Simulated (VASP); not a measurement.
A VASP 6.6.1 single-point calculation on CaO

INCAR

```
LWAVE = .FALSE.
LREAL = .FALSE.
IBRION = -1
LCHARG = .FALSE.
NSW = 0
LASPH = .TRUE.
PREC = Low
EDIFF = 1E-7
ENCUT = 520
ISIF = 2
ISMEAR = -1
NELM = 120
SIGMA = 0.02
GGA = PE
NBANDS = 15
```

KPOINTS

```
KPOINTS created by Atomic Simulation Environment
0
Gamma
10 10 10
0 0 0
```

POSCAR

```
Ca O
 1.0000000000000000
     0.0000000000000000    2.4694766170000002    2.4694766170000002
     2.4694766170000002    0.0000000000000000    2.4694766170000002
     2.4694766170000002    2.4694766170000002    0.0000000000000000
 Ca  O
   1   1
Cartesian
  0.0000000000000000  0.0000000000000000  0.0000000000000000
  2.4694766169999998  2.4694766169999998  2.4694766169999998
```

The recommended PBE PAW datasets give the neutral cell 16 valence electrons.

Command

```
mpirun -np 1 vasp_std
```

Task: How does this run end, and what does it give?

Result: It converged. Results: gap between bands v and c on the k mesh 3.64 eV; least direct gap on the k mesh 4.03 eV; pressure -5.7 GPa. Band v is the last that the valence electrons fill when counted band by band, and c is the next.

OSZICAR

```
N       E                     dE             d eps       ncg     rms          rms(c)
DAV:   1     0.122364956214E+03    0.12236E+03   -0.83108E+03  1410   0.108E+03
DAV:   2    -0.920506385578E+01   -0.13157E+03   -0.12309E+03  1760   0.287E+02
DAV:   3    -0.143590049791E+02   -0.51539E+01   -0.51219E+01  1692   0.582E+01
DAV:   4    -0.144895448520E+02   -0.13054E+00   -0.13047E+00  1993   0.829E+00
DAV:   5    -0.144910857832E+02   -0.15409E-02   -0.15408E-02  1679   0.753E-01    0.858E+00
DAV:   6    -0.128747492546E+02    0.16163E+01   -0.54971E+00  1537   0.218E+01    0.386E+00
DAV:   7    -0.127784237562E+02    0.96325E-01   -0.43884E-01  1536   0.661E+00    0.184E+00
DAV:   8    -0.127752778544E+02    0.31459E-02   -0.79092E-02  1788   0.305E+00    0.396E-01
DAV:   9    -0.127742276785E+02    0.10502E-02   -0.39802E-03  1466   0.520E-01    0.116E-01
DAV:  10    -0.127749736857E+02   -0.74601E-03   -0.83628E-04  1704   0.251E-01    0.570E-02
DAV:  11    -0.127749466579E+02    0.27028E-04   -0.45707E-05  1757   0.834E-02    0.581E-03
DAV:  12    -0.127749473165E+02   -0.65855E-06   -0.93745E-06  1557   0.263E-02    0.544E-03
DAV:  13    -0.127749473773E+02   -0.60813E-07   -0.45696E-07  1733   0.823E-03
   1 F= -.12774947E+02 E0= -.12774947E+02  d E =-.142273E-13
```

For comparison, a separate PBE run of the intended cell, on usual settings and not on those above, gives a gap of 3.64 eV on its mesh and a pressure of -5.7 GPa.
